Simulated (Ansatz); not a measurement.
# NaCl under changes of volume

One of the cells (21.813 Å³/atom); the others are scaled copies at fixed shape and fractional positions:

```
Cl Na
1.0
     0.00000    2.79406    2.79406
     2.79406    0.00000    2.79406
     2.79406    2.79406    0.00000
Cl Na
1 1
Cartesian
  2.7941 2.7941 2.7941
  0.0000 0.0000 0.0000
```

The cell is a database's computed one.

```yaml
Program: Ansatz 0.2.0
Functional: PBE
Potentials_or_basis: Ansatz PAW
Cutoff: "420 eV (not typed: the program's choice for these potentials)"
k_mesh: 8 × 8 × 8
Occupations: fermi-dirac, width 0.05 eV
Spin: no spin polarisation
```

| volume (Å³/atom) | energy over the lowest point (meV/atom) | pressure (GPa) | gap on the mesh (eV) |
| --- | --- | --- | --- |
| 20.504 | ? | ? | ? |
| 20.940 | 17.88 | 2.9 | 5.39 |
| 21.376 | 10.95 | 2.2 | 5.30 |
| 21.813 | 5.88 | 1.5 | 5.22 |
| 22.249 | 2.47 | 1.0 | 5.14 |
| 22.685 | 0.56 | 0.4 | 5.06 |
| 23.121 | 0.00 | 0.0 | 4.99 |

Problem. What does the run at 20.504 Å³/atom give?

Solution. Energy over the lowest point 26.88 meV/atom; pressure 3.7 GPa; gap on the mesh 5.48 eV.

Worked out: A Birch-Murnaghan fit of order 3 (a polynomial in V^(-2/3)) to the other rows has its minimum at 23.10 Å³/atom with B0 = V·E''(V) = 24 GPa and B' = 4.6. It gives 26.87 meV/atom at 20.504 Å³/atom, against the run's 26.88, and -dE/dV = 3.7 GPa, against 3.7. A straight line through the other rows of the gap, of slope -4.04 eV per unit of ln V (its deformation potential), extrapolates to 5.47 eV, against the run's 5.48.

Energies are extrapolated to zero smearing.
